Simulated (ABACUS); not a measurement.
AgCl (Chlorargyrite):

```
Ag Cl
1.0
     0.00000    2.73500    2.73500
     2.73500    0.00000    2.73500
     2.73500    2.73500    0.00000
Ag Cl
1 1
Direct
  0.00000 0.00000 0.00000
  0.50000 0.50000 0.50000
```

* Program: ABACUS 3.10.1
* Task: single point
* Functional: PBE
* Potentials or basis: PseudoDojo NC SR 0.4.1 PBE standard
* Cutoff: 1116 eV
* Density cutoff: 4463 eV
* Basis: plane waves
* k mesh: 8 × 8 × 8
* Occupations: fermi-dirac, width 0.05 eV
* Spin: no spin polarisation

On this cell: pressure 3.8 GPa; largest force zero by symmetry; band gap on the k mesh 0.91 eV, indirect (least direct gap 3.32 eV).

The same run follows on a disturbed copy (atoms moved at random, drawn with an rms of 0.05 Å):

```
CELL_PARAMETERS angstrom
0.00000 2.73500 2.73500
2.73500 0.00000 2.73500
2.73500 2.73500 0.00000
ATOMIC_POSITIONS crystal
Ag 0.98280 0.01129 0.99551
Cl 0.49628 0.50908 0.50356
```

Problem. What does the disturbed cell give?

Solution. The energy moves by +1.8 meV/atom; pressure 3.9 GPa; largest force 0.109 eV/Å; band gap on the k mesh 0.90 eV, indirect (least direct gap 3.18 eV).

Forces in eV/Å, atoms in the order of the input:
```
Ag   0.025  0.094  0.048
Cl  -0.025 -0.094 -0.048
```

Stress tensor (GPa, compression positive):
```
 3.84 -0.02 -0.01
-0.02  4.03 -0.04
-0.01 -0.04  3.88
```

A k mesh can miss the band edges.
